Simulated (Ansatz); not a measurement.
The system is Te2Pt (Moncheite).

```xyz
3
Lattice="4.0100 0.0000 0.0000 -2.0050 3.4728 0.0000 0.0000 0.0000 5.2010" Properties=species:S:1:pos:R:3 pbc="T T T"
Pt    0.0000    0.0000    0.0000
Te    2.0050    1.1576    3.9007
Te    0.0000    2.3152    1.3002
```

- Program: Ansatz 0.2.0
- Task: relaxation of cell and atoms
- Functional: PBE
- Dispersion: D4
- Potentials or basis: Ansatz PAW
- Cutoff: 420 eV (not typed: the program's choice for these potentials)
- k mesh: 8 × 8 × 5
- Occupations: fermi-dirac, width 0.05 eV
- Spin: no spin polarisation

At the start: volume 24.14 Å³/atom.

Where does the relaxation end?

It ends after 5 steps and the volume is 24.18 Å³/atom (+0.2 %); space group P-3m1 (No. 164, to 0.05 Å).

Step by step:
| step | energy change (eV) | largest force (eV/Å) | volume (Å³) |
| --- | --- | --- | --- |
| 1 | 0.0000 | 1.0307 | 72.43 |
| 2 | -0.0950 | 0.1081 | 72.94 |
| 3 | -0.0969 | 0.0193 | 72.56 |
| 4 | -0.0970 | 0.0051 | 72.54 |
| 5 | -0.0970 | 0.0051 | 72.54 |

Final structure:
```cif
data_structure
_symmetry_space_group_name_H-M 'P 1'
_symmetry_Int_Tables_number 1
_cell_length_a 4.0503
_cell_length_b 4.0503
_cell_length_c 5.1062
_cell_angle_alpha 90.000
_cell_angle_beta 90.000
_cell_angle_gamma 120.000
_cell_volume 72.54
loop_
_atom_site_label
_atom_site_type_symbol
_atom_site_fract_x
_atom_site_fract_y
_atom_site_fract_z
_atom_site_occupancy
Pt1 Pt 0.00000 0.00000 0.00000 1
Te1 Te 0.66667 0.33333 0.73289 1
Te2 Te 0.33333 0.66667 0.26711 1
```

Caveat: the plane-wave basis is chosen anew once the cell has moved, so the energies of steps on either side of that aren't comparable; pairwise dispersion overbinds metals, which lowers pressure and volume.
